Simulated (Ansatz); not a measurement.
Crystal: SnO2 (Cassiterite).

```
Sn O
1.0
     4.73800    0.00000    0.00000
     0.00000    4.73800    0.00000
     0.00000    0.00000    3.18650
Sn O
2 4
Direct
  0.50000 0.50000 0.50000
  0.00000 0.00000 0.00000
  0.80710 0.19290 0.50000
  0.69290 0.69290 0.00000
  0.19290 0.80710 0.50000
  0.30710 0.30710 0.00000
```

| Item | Value |
| --- | --- |
| Program | Ansatz 0.2.0 |
| Task | relaxation of cell and atoms |
| Functional | PBE |
| Dispersion | D3(BJ) |
| Potentials or basis | Ansatz PAW |
| Cutoff | 420 eV (not typed: the program's choice for these potentials) |
| k mesh | 6 × 6 × 8 |
| Occupations | fermi-dirac, width 0.05 eV |
| Spin | no spin polarisation |

At the start: volume 11.92 Å³/atom.

Task: How do energy, volume and symmetry change on relaxing?

Result: It ends after 8 steps and the volume is 12.37 Å³/atom (+3.8 %); space group P4_2/mnm (No. 136, to 0.05 Å).

The path:
```
step  energy change (eV)  largest force (eV/Å)  volume (Å³)
   1              0.0000                0.2804        71.53
   2             -0.0521                0.0168        74.07
   3             -0.0523                0.0542        74.13
   4             -0.0528                0.0059        74.08
   5             -0.0528                0.0001        74.09
   6             -0.0684                0.0003        74.09
   7             -0.0679                0.0003        74.22
   8             -0.0684                0.0004        74.22
```

Final structure:
```cif
data_structure
_symmetry_space_group_name_H-M 'P 1'
_symmetry_Int_Tables_number 1
_cell_length_a 4.7934
_cell_length_b 4.7934
_cell_length_c 3.2300
_cell_angle_alpha 90.000
_cell_angle_beta 90.000
_cell_angle_gamma 90.000
_cell_volume 74.22
loop_
_atom_site_label
_atom_site_type_symbol
_atom_site_fract_x
_atom_site_fract_y
_atom_site_fract_z
_atom_site_occupancy
Sn1 Sn 0.50000 0.50000 0.50000 1
Sn2 Sn 0.00000 0.00000 0.00000 1
O1 O 0.80621 0.19379 0.50000 1
O2 O 0.69379 0.69379 0.00000 1
O3 O 0.19379 0.80621 0.50000 1
O4 O 0.30621 0.30621 0.00000 1
```

Caveat: the plane-wave basis is chosen anew once the cell has moved, so the energies of steps on either side of that aren't comparable; the pressure holds a Pulay correction of +0.8 GPa for the finite cutoff.
